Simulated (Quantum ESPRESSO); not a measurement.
Runs of Quantum ESPRESSO 7.5 on C. The structure is hexagonal, space group P6_3/mmc (No. 194). Conventional cell: a = 2.522 Å, b = 2.522 Å, c = 8.237 Å, α = 90.00°, β = 90.00°, γ = 120.00°. C (site symmetry 3m) has 4 C at 1.54 Å as nearest neighbours. Around C (site symmetry 3m) lie 4 C at 1.54 Å. This is a hexagonal form of diamond, not graphite.

```csv
task,level,potentials or basis,cell,k mesh,cutoff (eV),SCF threshold,ASE optimiser,dispersion computed by,form of the LDA correlation,symmetry,gap on the mesh (eV),pressure (GPa),V0 of scaled cells (Å³/atom),B0 (GPa),largest force (eV/Å)
equation of state,PBEsol,GBRV 1.5 PBEsol,as given,12 × 12 × 4,612,1.6e-09 Ry,-,-,-,-,-,-,5.62,449,-
relaxation of cell and atoms,AM05+D4,PseudoDojo 0.4.1 SR PBE standard,relaxed,12 × 12 × 4,1116,1.6e-09 Ry,FIRE,dftd4 4.3.1 through ASE,-,-,4.45,-0.2,-,-,0.01
band structure,PBE,SSSP 1.3 efficiency PBE,as given,12 × 12 × 4,748,1.6e-09 Ry,-,-,-,-,(b),(c),-,-,0.33
equation of state,LDA,GBRV 1.5 LDA,as given,12 × 12 × 4,612,1.6e-09 Ry,-,-,PZ81,-,-,-,5.52,(d),-
equation of state,PBE,SSSP 1.3 efficiency PBE,as given,12 × 12 × 4,748,1.6e-09 Ry,-,-,-,-,-,-,5.71,434,-
band structure,r2SCAN,SG15 PBE 1.2,as given,9 × 9 × 3,1197,1e-08 Ry,-,-,-,off,4.56,-1.8,-,-,0.37
equation of state,r2SCAN,SG15 PBE 1.2,as given,9 × 9 × 3,1197,1e-08 Ry,-,-,-,off,-,-,5.65,444,-
equation of state,PBE,GBRV 1.5 PBE,as given,12 × 12 × 4,612,1.6e-09 Ry,-,-,-,-,-,-,5.70,(a),-
```

Alike in all rows: no spin polarisation; smearing fermi-dirac 0.05 eV.

Problem. Fill in the values left out.

Solution. (a) 433; (b) 4.43; (c) 2.4; (d) 464.

Caveats: the cell was scaled at fixed shape and fractional positions, which overstates the stiffness of a crystal with free parameters, most of all of layers and chains (some runs); the potentials were made for another functional, which shifts forces and pressure (some runs); some levels on the path didn't converge (some runs).

A k mesh can miss the band edges.

Not every run made on this cell is shown here.
